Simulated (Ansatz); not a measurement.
## SnTe under changes of volume

One of the cells (31.281 Å³/atom); the others are scaled copies at fixed shape and fractional positions:

```xyz
2
Lattice="0.0000 3.1509 3.1509 3.1509 0.0000 3.1509 3.1509 3.1509 0.0000" Properties=species:S:1:pos:R:3 pbc="T T T"
Te    3.1509    3.1509    3.1509
Sn    0.0000    0.0000    0.0000
```

```yaml
Program: Ansatz 0.2.0
Functional: r2SCAN
Dispersion: rVV10
Potentials_or_basis: Ansatz PAW
Cutoff: "500 eV (not typed: the program's choice for these potentials)"
k_mesh: 7 × 7 × 7
Occupations: fermi-dirac, width 0.05 eV
Spin: no spin polarisation
```

| volume (Å³/atom) | energy over the lowest point (meV/atom) | pressure (GPa) |
| --- | --- | --- |
| 29.404 | 27.07 | 4.1 |
| 30.030 | ? | ? |
| 30.656 | 4.96 | 1.6 |
| 31.281 | 0.56 | 0.6 |
| 31.907 | 0.00 | -0.3 |
| 32.532 | 2.89 | -1.2 |
| 33.158 | 8.89 | -1.9 |

Problem. What does the run at 30.030 Å³/atom give?

Solution. Energy over the lowest point 13.63 meV/atom; pressure 2.8 GPa.

Worked out: A Birch-Murnaghan fit of order 3 (a polynomial in V^(-2/3)) to the other rows has its minimum at 31.69 Å³/atom with B0 = V·E''(V) = 46 GPa and B' = 4.4. It gives 13.63 meV/atom at 30.030 Å³/atom, against the run's 13.63, and -dE/dV = 2.8 GPa, against 2.8.

Energies are extrapolated to zero smearing.

Caveats: the PAW data sets come from PBE, with cores solved anew for the run's functional, which leaves a small shift of forces and pressure.
